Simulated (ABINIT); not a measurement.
# InAs (F-43m) in ABINIT: notebook

One crystal, InAs, is run at these levels: PBE; tasks: band structure, single point.

Program: ABINIT 10.8.3 (patched build). These are calculated values, not measurements. Logs are shortened: lines on timing, memory, paths and dates and some standing lists are left out, and cuts for length are marked. The log counts tension as positive stress, the text compression.

**Measured values to compare with.**

From a printed reference work, data compilation, for a bulk crystal of InAs at 4.2 K: band gap 0.418 eV (direct).

How close the calculation comes is told below.

## 1. The structure

Symmetry: F-43m, No. 216, cubic system. The conventional cell has a = 6.036 Å, b = 6.036 Å, c = 6.036 Å, α = 90.00°, β = 90.00°, γ = 90.00°. In (site symmetry -43m) is surrounded by 4 As at 2.61 Å. As (site symmetry -43m) has 4 In at 2.61 Å as nearest neighbours.

## 2. Band structure, PBE

File run.abi:

```
# Datasets: ground state, then fixed potential
ndtset 2

# Pseudopotentials
pp_dirpath "./"
pseudos "In.GGA_PBE-JTH.xml, As.GGA_PBE-JTH.xml"

# Structure
acell 4.2680965312 4.2680965312 4.2680965312 Angstrom
rprim
     0.0000000000     0.7071067812     0.7071067812
     0.7071067812     0.0000000000     0.7071067812
     0.7071067812     0.7071067812     0.0000000000
ntypat 2
znucl 49 33
natom 2
typat 1 2
xred
     0.0000000000     0.0000000000     0.0000000000
     0.7500000000     0.7500000000     0.7500000000

# Plane-wave basis
ecut 22.0
pawecutdg 44.0
pawxcdev 0

# Exchange and correlation
ixc 11

# Bands and occupations
occopt 3
tsmear 0.05 eV

# SCF cycle
nstep 100

# Output
iomode 3
prtwf 0
prteig 0
prtebands 0
enunit 1
prtden1 1
prtvha1 1
prtvclmb1 1
prtpot1 1

# Dataset 1
kptopt1 1
ngkpt1 8 8 8
nshiftk1 1
shiftk1 0.0 0.0 0.0
nband1 18
tolvrs1 1.0e-9

# Dataset 2: bands along G-X-W-K-G-L-U-W-L-K
iscf2 -2
getden2 1
nband2 24
nbdbuf2 4
tolwfr2 1.0e-11
kptopt2 -9
ndivsm2 8
prteig2 1
kptbounds2
     0.0000000000     0.0000000000     0.0000000000
     0.5000000000     0.0000000000     0.5000000000
     0.5000000000     0.2500000000     0.7500000000
     0.3750000000     0.3750000000     0.7500000000
     0.0000000000     0.0000000000     0.0000000000
     0.5000000000     0.5000000000     0.5000000000
     0.6250000000     0.2500000000     0.6250000000
     0.5000000000     0.2500000000     0.7500000000
     0.5000000000     0.5000000000     0.5000000000
     0.3750000000     0.3750000000     0.7500000000
```

Potentials or basis: JTH PAW PBE v2.0.

Command:

```console
$ abinit run.abi > log 2>&1
```

run.abo:

```text
.Version 10.8.3 of ABINIT
 DATASET    1 : space group F-4 3 m (#216); Bravais cF (face-center cubic)
================================================================================
 Values of the parameters that define the memory need for DATASET  1.
     intxc =       0    ionmov =       0      iscf =      17    lmnmax =      18
     lnmax =       6     mgfft =      36  mpssoang =       3    mqgrid =    3001
     natom =       2  nloc_mem =       2    nspden =       1   nspinor =       1
    nsppol =       1      nsym =      24    n1xccc =       1    ntypat =       2
    occopt =       3   xclevel =       2
       mpw =        1847          nfft =       46656          nkpt =          29
 PAW method is used; the additional fine FFT grid is defined by:
   mgfftf=        50    nfftf =    125000
================================================================================
================================================================================

 DATASET    2 : space group F-4 3 m (#216); Bravais cF (face-center cubic)
================================================================================
 Values of the parameters that define the memory need for DATASET  2.
     intxc =       0    ionmov =       0      iscf =      -2    lmnmax =      18
     lnmax =       6     mgfft =      36  mpssoang =       3    mqgrid =    3001
     natom =       2  nloc_mem =       2    nspden =       1   nspinor =       1
    nsppol =       1      nsym =      24    n1xccc =       1    ntypat =       2
    occopt =       3   xclevel =       2
       mpw =        1853          nfft =       46656          nkpt =         139
 PAW method is used; the additional fine FFT grid is defined by:
   mgfftf=        50    nfftf =    125000
================================================================================
================================================================================

--------------------------------------------------------------------------------
------------- Echo of variables that govern the present computation ------------
--------------------------------------------------------------------------------
 -outvars: echo values of preprocessed input variables --------
            acell      8.0655335229E+00  8.0655335229E+00  8.0655335229E+00 Bohr
              amu      1.14820000E+02  7.49215900E+01
             ecut      2.20000000E+01 Hartree
           enunit           1
           getden1          0
           getden2          1
             iscf1         17
             iscf2         -2
                       outvar_i_n : Printing only first  50 k-points.
              ixc          11
           jdtset        1    2
                       outvar_i_n : Printing only first  50 k-points.
           kptopt1          1
           kptopt2         -9
         kptrlatt        8    0    0      0    8    0      0    0    8
          kptrlen1     6.45242682E+01
          kptrlen2     3.00000000E+01
            natom           2
            nband1         18
            nband2         24
           nbdbuf1          0
           nbdbuf2          4
           ndtset           2
           ndivsm1          0
           ndivsm2          8
            ngfft          36      36      36
          ngfftdg          50      50      50
             nkpt1         29
             nkpt2        139
            nstep         100
             nsym          24
           ntypat           2
           occopt           3
        pawecutdg      4.40000000E+01 Hartree
         pawxcdev           0
[... 272 lines left out ...]

================================================================================
 Non-SCF case, kpt    1 (  0.00000  0.00000  0.00000), residuals and eigenvalues=
  3.80E-12  4.51E-12  8.96E-12  2.68E-12  7.07E-12  5.17E-12  5.92E-12  6.68E-12
  4.67E-12  6.35E-12  9.36E-12  3.93E-12  3.18E-12  4.73E-12  6.75E-12  3.88E-12
  5.37E-12  6.76E-12  5.68E-12  7.28E-13  7.55E-12  9.86E-12  4.93E-12  1.15E-10
 -1.1338E+00 -1.1338E+00 -1.1338E+00 -1.1336E+00 -1.1336E+00 -3.7737E-01
 -3.7737E-01 -3.7737E-01 -3.7274E-01 -3.7274E-01 -2.8560E-01  1.4513E-01
  1.5204E-01  1.5204E-01  1.5204E-01  2.9568E-01  2.9568E-01  2.9568E-01
  4.2853E-01  5.1035E-01  5.1035E-01  5.3677E-01  5.3677E-01  5.3677E-01
 Non-SCF case, kpt    2 (  0.02174  0.00000  0.02174), residuals and eigenvalues=
  9.23E-12  4.90E-12  8.43E-12  3.54E-12  5.80E-12  4.76E-12  5.59E-12  9.48E-12
  2.30E-12  2.36E-12  2.48E-12  4.89E-12  4.54E-12  6.37E-12  3.09E-12  4.33E-12
[... 1087 lines left out ...]
  2.49E-12  5.88E-12  8.26E-12  8.37E-12  8.88E-12  7.13E-12  2.53E-12  4.41E-12
  6.06E-12  7.29E-12  7.31E-12  6.08E-12  7.07E-10  9.57E-08  2.08E-06  2.42E-05
 -1.1338E+00 -1.1338E+00 -1.1338E+00 -1.1336E+00 -1.1336E+00 -3.8336E-01
 -3.7527E-01 -3.7480E-01 -3.7342E-01 -3.7234E-01 -2.1226E-01 -5.7559E-02
  2.9783E-02  8.1789E-02  2.3153E-01  3.1758E-01  4.1338E-01  4.1832E-01
  4.3776E-01  5.1579E-01  6.2455E-01  6.6300E-01  6.8329E-01  6.9718E-01
 Non-SCF case, kpt  139 (  0.37500  0.37500  0.75000), residuals and eigenvalues=
  2.76E-12  9.04E-12  7.04E-12  3.93E-12  3.99E-12  4.39E-12  7.08E-12  5.60E-12
  2.63E-12  7.54E-12  3.61E-12  3.87E-12  3.85E-12  7.50E-12  3.94E-12  5.26E-12
  2.36E-12  3.92E-12  6.03E-12  3.96E-12  7.68E-10  5.06E-08  6.99E-07  3.60E-06
 -1.1338E+00 -1.1338E+00 -1.1338E+00 -1.1336E+00 -1.1336E+00 -3.8346E-01
 -3.7518E-01 -3.7473E-01 -3.7350E-01 -3.7230E-01 -2.1148E-01 -5.8426E-02
  3.0806E-02  7.9698E-02  2.2967E-01  3.0941E-01  4.2133E-01  4.2522E-01
  4.3916E-01  5.2086E-01  6.2566E-01  6.7320E-01  6.7744E-01  6.9303E-01

--- !ResultsGS
iteration_state: {dtset: 2, }
comment   : Summary of ground state results
lattice_vectors:
- [  0.0000000,   5.7031934,   5.7031934, ]
- [  5.7031934,   0.0000000,   5.7031934, ]
- [  5.7031934,   5.7031934,   0.0000000, ]
lattice_lengths: [   8.06553,    8.06553,    8.06553, ]
lattice_angles: [ 60.000,  60.000,  60.000, ] # degrees, (23, 13, 12)
lattice_volume:   3.7100888E+02
convergence: {deltae:  0.000E+00, res2:  0.000E+00, residm:  9.994E-12, diffor:  0.000E+00, }
etotal    :  -1.71924351E+02
entropy   :   0.00000000E+00
fermie    :   1.53797977E-01
cartesian_stress_tensor: null
pressure_GPa: null
xred      :
- [  0.0000E+00,   0.0000E+00,   0.0000E+00, In]
- [  7.5000E-01,   7.5000E-01,   7.5000E-01, As]
cartesian_forces: null
force_length_stats: {min: null, max: null, mean: null, }
...

 Integrated electronic density in atomic spheres:
 ------------------------------------------------
 Atom  Sphere_radius  Integrated_density
    1        2.50645         11.22351637
    2        2.10392         12.68130780

================================================================================

 ----iterations are completed or convergence reached----

 Mean square residual over all n,k,spin=   54.629E-13; max=  99.936E-13
 reduced coordinates (array xred) for    2 atoms
       0.000000000000      0.000000000000      0.000000000000
       0.750000000000      0.750000000000      0.750000000000

 cartesian coordinates (angstrom) at end:
    1      0.00000000000000     0.00000000000000     0.00000000000000
    2      4.52700000004158     4.52700000004158     4.52700000004158
 length scales=  8.065533522905  8.065533522905  8.065533522905 bohr
              =  4.268096531200  4.268096531200  4.268096531200 angstroms
 Eigenvalues (   eV  ) for nkpt= 139  k points:
 kpt#   1, nband= 24, wtk=  1.00000, kpt=  0.0000  0.0000  0.0000 (reduced coord)
 -30.85328  -30.85328  -30.85328  -30.84643  -30.84643  -10.26877  -10.26877  -10.26877
 -10.14276  -10.14276   -7.77158    3.94910    4.13726    4.13726    4.13726    8.04576
   8.04576    8.04576   11.66080   13.88723   13.88723   14.60625   14.60625   14.60625
 kpt#   2, nband= 24, wtk=  1.00000, kpt=  0.0217  0.0000  0.0217 (reduced coord)
 -30.85328  -30.85328  -30.85328  -30.84643  -30.84642  -10.26989  -10.26839  -10.26839
 -10.14288  -10.14265   -7.76486    3.70192    4.11735    4.11735    4.38465    8.01771
   8.07271    8.07271   11.70391   13.68537   13.89241   14.62130   14.62130   14.77756
 kpt#   3, nband= 24, wtk=  1.00000, kpt=  0.0435  0.0000  0.0435 (reduced coord)
 -30.85329  -30.85327  -30.85327  -30.84643  -30.84642  -10.27321  -10.26727  -10.26727
 -10.14328  -10.14234   -7.74477    3.38156    4.05943    4.05943    4.70521    7.93767
   8.15176    8.15176   11.82839   13.30784   13.90795   14.66646   14.66646   15.06441
 kpt#   4, nband= 24, wtk=  1.00000, kpt=  0.0652  0.0000  0.0652 (reduced coord)
 -30.85330  -30.85326  -30.85326  -30.84643  -30.84641  -10.27860  -10.26544  -10.26544
 -10.14398  -10.14184   -7.71148    3.05881    3.96836    3.96836    5.02690    7.81595
   8.27801    8.27801   12.01947   12.90558   13.93382   14.74171   14.74171   15.32690
 kpt#   5, nband= 24, wtk=  1.00000, kpt=  0.0870  0.0000  0.0870 (reduced coord)
[... 525 lines left out ...]
 -10.15652  -10.13373   -5.85694   -1.51701    0.88361    2.36865    6.41781    8.94155
  10.71223   10.89637   12.17461   13.94033   16.35310   17.50337   18.58084   19.46490
 kpt# 137, nband= 24, wtk=  1.00000, kpt=  0.3929  0.3929  0.7143 (reduced coord)
 -30.85343  -30.85296  -30.85283  -30.84642  -30.84613  -10.42841  -10.21409  -10.20151
 -10.15899  -10.13291   -5.81120   -1.53931    0.82402    2.29267    6.35777    8.82907
  10.94679   11.15427   12.02311   13.96085   16.76073   17.72900   18.63883   19.21058
 kpt# 138, nband= 24, wtk=  1.00000, kpt=  0.3839  0.3839  0.7321 (reduced coord)
 -30.85346  -30.85294  -30.85281  -30.84643  -30.84611  -10.43177  -10.21155  -10.19894
 -10.16127  -10.13192   -5.77589   -1.56627    0.81043    2.22560    6.30017    8.64192
  11.24870   11.38313   11.91212   14.03548   16.99501   18.04108   18.59338   18.97114
 kpt# 139, nband= 24, wtk=  1.00000, kpt=  0.3750  0.3750  0.7500 (reduced coord)
 -30.85349  -30.85291  -30.85280  -30.84645  -30.84610  -10.43454  -10.20928  -10.19699
 -10.16332  -10.13077   -5.75467   -1.58985    0.83827    2.16869    6.24958    8.41947
  11.46492   11.57070   11.95009   14.17329   17.02515   18.31875   18.43401   18.85830

== END DATASET(S) ==============================================================
================================================================================

 -outvars: echo values of variables after computation  --------
            acell      8.0655335229E+00  8.0655335229E+00  8.0655335229E+00 Bohr
           etotal1    -1.7192435070E+02
            fcart1     7.3770216625E-31  3.6885108313E-31 -1.4754043325E-30
                      -7.3770216625E-31 -3.6885108313E-31  1.4754043325E-30
            rprim      0.0000000000E+00  7.0710678120E-01  7.0710678120E-01
                       7.0710678120E-01  0.0000000000E+00  7.0710678120E-01
                       7.0710678120E-01  7.0710678120E-01  0.0000000000E+00
           strten1    -1.4658740943E-04 -1.4658740943E-04 -1.4658740943E-04
                       0.0000000000E+00  0.0000000000E+00  0.0000000000E+00
           xangst      0.0000000000E+00  0.0000000000E+00  0.0000000000E+00
                       4.5270000000E+00  4.5270000000E+00  4.5270000000E+00
             xred      0.0000000000E+00  0.0000000000E+00  0.0000000000E+00
                       7.5000000000E-01  7.5000000000E-01  7.5000000000E-01
 Calculation completed.
```

Run time: 2.8 min. Hardware: 1 thread of Arm Neoverse V1, shared host; peak memory 0.2 GiB.

Results:

```yaml
Free_energy: -4678.2999 eV
Pressure: 4.3 GPa
Band_gap_on_the_k_mesh: none (metal or under the smearing width)
Valence_electrons_inside_the_program's_atomic_spheres: In 11.22; As 12.68
```

Levels at the corners of the path, in eV from the Fermi level:
```tsv
point	band 11	band 12	band 13	band 14	band 15	band 16	band 17	band 18
Γ	-11.96	-0.24	-0.05	-0.05	-0.05	3.86	3.86	3.86
X	-9.92	-5.91	-2.39	-2.39	1.49	2.02	9.17	9.25
W	-9.87	-5.77	-3.02	-2.95	4.18	4.25	4.96	6.04
K	-9.94	-5.77	-3.35	-2.02	2.06	4.23	7.28	7.39
Γ	-11.96	-0.24	-0.05	-0.05	-0.05	3.86	3.86	3.86
L	-10.47	-5.84	-1.05	-1.05	0.91	4.64	4.64	6.82
U	-9.94	-5.77	-3.35	-2.02	2.06	4.23	7.28	7.39
W	-9.87	-5.77	-3.02	-2.95	4.18	4.25	4.96	6.04
L	-10.47	-5.84	-1.05	-1.05	0.91	4.64	4.64	6.82
K	-9.94	-5.77	-3.35	-2.02	2.06	4.23	7.28	7.39
```

Caveat: spin-orbit coupling is left out, which moves the levels of the heavy elements.

## 3. Band structure, PBE, spin-orbit coupling, no magnetisation

Edit run.abi of step 2 so:

```diff
@@ -33,2 +33,7 @@
 
+# Spin
+nspinor 2
+nspden 1
+pawspnorb 1
+
 # SCF cycle
@@ -48,3 +53,3 @@
 # Dataset 1
-kptopt1 1
+kptopt1 4
 ngkpt1 8 8 8
@@ -52,3 +57,3 @@
 shiftk1 0.0 0.0 0.0
-nband1 18
+nband1 36
 tolvrs1 1.0e-9
@@ -58,4 +63,4 @@
 getden2 1
-nband2 24
-nbdbuf2 4
+nband2 48
+nbdbuf2 8
 tolwfr2 1.0e-11
```

Potentials or basis: JTH PAW PBE v2.0.

Command:

```console
$ abinit run.abi > log 2>&1
```

Run time: 15 min. Hardware: 1 thread of Arm Neoverse V1, shared host; peak memory 0.48 GiB.

It converged, with:

| Quantity | Value |
| --- | --- |
| Free energy | -4678.3607 eV |
| Pressure | 4.3 GPa |
| Band gap on the k mesh | none (metal or under the smearing width) |
| Valence electrons inside the program's atomic spheres | In 11.23; As 12.68 |

Levels at the corners of the path, in eV from the Fermi level:
| point | band 26 | band 27 | band 28 | band 29 | band 30 | band 31 |
| --- | --- | --- | --- | --- | --- | --- |
| Γ | -0.31 | -0.01 | -0.01 | -0.01 | -0.01 | 3.47 |
| X | -2.48 | -2.47 | -2.47 | 1.42 | 1.42 | 1.94 |
| W | -3.09 | -3.06 | -2.96 | 4.00 | 4.17 | 4.18 |
| K | -3.43 | -2.10 | -2.09 | 1.98 | 1.99 | 4.13 |
| Γ | -0.31 | -0.01 | -0.01 | -0.01 | -0.01 | 3.47 |
| L | -1.25 | -1.01 | -1.01 | 0.83 | 0.83 | 4.46 |
| U | -3.43 | -2.10 | -2.09 | 1.98 | 1.99 | 4.13 |
| W | -3.09 | -3.06 | -2.96 | 4.00 | 4.17 | 4.18 |
| L | -1.25 | -1.01 | -1.01 | 0.83 | 0.83 | 4.46 |
| K | -3.43 | -2.10 | -2.09 | 1.98 | 1.99 | 4.13 |

## 4. Single point, PBE, 27.49 Å³/atom (biaxial strain of 0 %)

File run.abi:

```
# Pseudopotentials
pp_dirpath "./"
pseudos "In.GGA_PBE-JTH.xml, As.GGA_PBE-JTH.xml"

# Structure
acell 4.2680965312 4.2680965312 4.2680965312 Angstrom
rprim
     0.0000000000     0.7071067812     0.7071067812
     0.7071067812     0.0000000000     0.7071067812
     0.7071067812     0.7071067812     0.0000000000
ntypat 2
znucl 49 33
natom 2
typat 1 2
xred
     0.0000000000     0.0000000000     0.0000000000
     0.7500000000     0.7500000000     0.7500000000

# Plane-wave basis
ecut 22.0
pawecutdg 44.0
pawxcdev 0

# k points
kptopt 1
ngkpt 8 8 8
nshiftk 1
shiftk 0.0 0.0 0.0

# Exchange and correlation
ixc 11

# Bands and occupations
nband 18
occopt 3
tsmear 0.05 eV

# SCF cycle
nstep 100
tolvrs 1.0e-9

# Output
iomode 3
prtwf 0
prteig 0
prtebands 0
enunit 1
prtden 1
prtvha 1
prtvclmb 1
prtpot 1
```

Command:

```console
$ abinit run.abi > log 2>&1
```

Run time: 40 s. Hardware: 1 thread of Arm Neoverse V1, shared host; peak memory 0.14 GiB.

The run converged. Its results:

```
Free energy                                           : -4678.2999 eV
Pressure                                              : 4.3 GPa
Band gap on the k mesh                                : none (metal or under the smearing width)
Valence electrons inside the program's atomic spheres : In 11.22; As 12.68
```

## 5. Single point, PBE, 25.33 Å³/atom (biaxial strain of -4 %)

Edit run.abi of step 4 so:

```diff
@@ -5,6 +5,6 @@
 # Structure
-acell 4.2680965312 4.2680965312 4.2680965312 Angstrom
+acell 4.18360555 4.18360555 4.09737267 Angstrom
 rprim
-     0.0000000000     0.7071067812     0.7071067812
-     0.7071067812     0.0000000000     0.7071067812
+     0.0000000000     0.6925318282     0.7213873210
+     0.6925318282     0.0000000000     0.7213873210
      0.7071067812     0.7071067812     0.0000000000
@@ -17,2 +17,5 @@
      0.7500000000     0.7500000000     0.7500000000
+chkprim 0
+chksymtnons 0
+tolsym 1.0e-6
```

Command:

```console
$ abinit run.abi > log 2>&1
```

Run time: 71 s. Hardware: 1 thread of Arm Neoverse V1, shared host; peak memory 0.16 GiB.

It converged, with:

```yaml
Free_energy: -4678.0952 eV
Pressure: 10.9 GPa
Band_gap_on_the_k_mesh: 0.14 eV, direct
Valence_electrons_inside_the_program's_atomic_spheres: In 11.32; As 12.75
```

Caveat: spin-orbit coupling is left out, which moves the levels of the heavy elements.

## 6. Against experiment

Step 2. A measured gap of InAs is 0.418 eV (direct; 4.2 K; a printed reference work, data compilation); the calculated 0.00 eV misses it by -0.42 eV. Spin-orbit coupling on As, In is left out. The value is that of PBE on a finite k mesh, which can miss the band edges, without temperature or zero-point motion. Semilocal functionals fall short of measured gaps as a rule.

Step 3. A measured gap of InAs is 0.418 eV (direct; 4.2 K; a printed reference work, data compilation); the calculated 0.00 eV misses it by -0.42 eV. The value is that of PBE on a finite k mesh, which can miss the band edges, without temperature or zero-point motion. Semilocal functionals fall short of measured gaps as a rule.
